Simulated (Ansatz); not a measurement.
The system is FeCo (Wairauite).

```
Co Fe
1.0
     2.85700    0.00000    0.00000
     0.00000    2.85700    0.00000
     0.00000    0.00000    2.85700
Co Fe
1 1
Direct
  0.00000 0.00000 0.00000
  0.50000 0.50000 0.50000
```

* Program: Ansatz 0.2.0
* Task: single point
* Functional: PBE
* Potentials or basis: Ansatz PAW
* Cutoff: 420 eV (not typed: the program's choice for these potentials)
* k mesh: 9 × 9 × 9
* Occupations: fermi-dirac, width 0.05 eV
* Spin: collinear spin, ferromagnetic start
* Starting moments: [2.0, 3.0] μB

On this cell: pressure -2.5 GPa; largest force zero by symmetry; net moment 4.53 μB per cell; site moments Co +1.83; Fe +2.81 μB; band gap on the k mesh none (metal or under the smearing width).

The same run follows on a disturbed copy (atoms moved at random, drawn with an rms of 0.05 Å):

```
Co Fe
1.0
     2.85700    0.00000    0.00000
     0.00000    2.85700    0.00000
     0.00000    0.00000    2.85700
Co Fe
1 1
Direct
  0.01764 0.99892 0.00989
  0.50566 0.49585 0.50464
```

What does the disturbed cell give?

The energy (extrapolated to zero smearing) moves by +2.2 meV/atom; pressure -2.4 GPa; largest force 0.229 eV/Å; net moment 4.52 μB per cell; site moments Co +1.83; Fe +2.80 μB; band gap on the k mesh none (metal or under the smearing width).

Forces in eV/Å, atoms in the order of the input:
```
Co  -0.205 -0.052 -0.089
Fe   0.205  0.052  0.089
```

Stress tensor (GPa, compression positive):
```
-2.46  0.03  0.05
 0.03 -2.42  0.01
 0.05  0.01 -2.43
```
